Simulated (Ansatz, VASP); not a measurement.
# Two plane-wave programs on H2C11 (Diamond)

```
H C
1.0
     4.99463    0.00000    0.00000
     0.00000    2.49732    0.00000
     0.00000    0.00000   26.28758
H C
4 22
Cartesian
  1.2487 0.3178 8.5000
  1.2487 2.1795 8.5000
  3.7460 2.1795 8.5000
  3.7460 0.3178 8.5000
  1.2487 1.2487 9.1582
  3.7460 1.2487 9.1582
  2.4973 1.2487 10.0412
  0.0000 1.2487 10.0412
  2.4973 0.0000 10.9241
  0.0000 0.0000 10.9241
  3.7460 0.0000 11.8070
  1.2487 0.0000 11.8070
  3.7460 1.2487 12.6900
  1.2487 1.2487 12.6900
  0.0190 1.2487 13.5739
  2.4783 1.2487 13.5739
  0.0217 0.0000 14.4565
  2.4756 0.0000 14.4565
  1.2487 0.0000 15.4205
  3.7460 0.0000 15.2665
  1.2487 1.2487 16.3560
  3.7460 1.2487 16.0957
  2.5868 1.2487 17.1483
  -0.0894 1.2487 17.1483
  3.0608 0.0000 17.8222
  4.4311 0.0000 17.8222
```

Alike in both runs: functional LDA; k mesh 6 × 11 × 1; occupations gaussian, width 0.05 eV; no spin polarisation.

Ansatz relaxed the structure, and its values are those at the end. VASP's run is a single point on that final structure, the one shown.

|  | VASP | Ansatz |
| --- | --- | --- |
| version | VASP 6.6.1 | Ansatz 0.2.0 |
| potentials or method | VASP PAW LDA potentials, release 64 (H, C) | scalar-relativistic, plane waves, PAW |
| plane-wave cutoff (eV) | 520 | 420 |
| valence electrons in the cell | 92 | 92 |

|  | VASP | Ansatz | Ansatz less VASP |
| --- | --- | --- | --- |
| gap on the k mesh at the Fermi level (eV) | 0.58 | 0.57 | -0.007 |
| least direct gap on the mesh (eV) | 1.32 | 1.32 | -0.002 |
| rms of the force components (eV/Å) | 3.307 | 3.288 | -0.0184 |
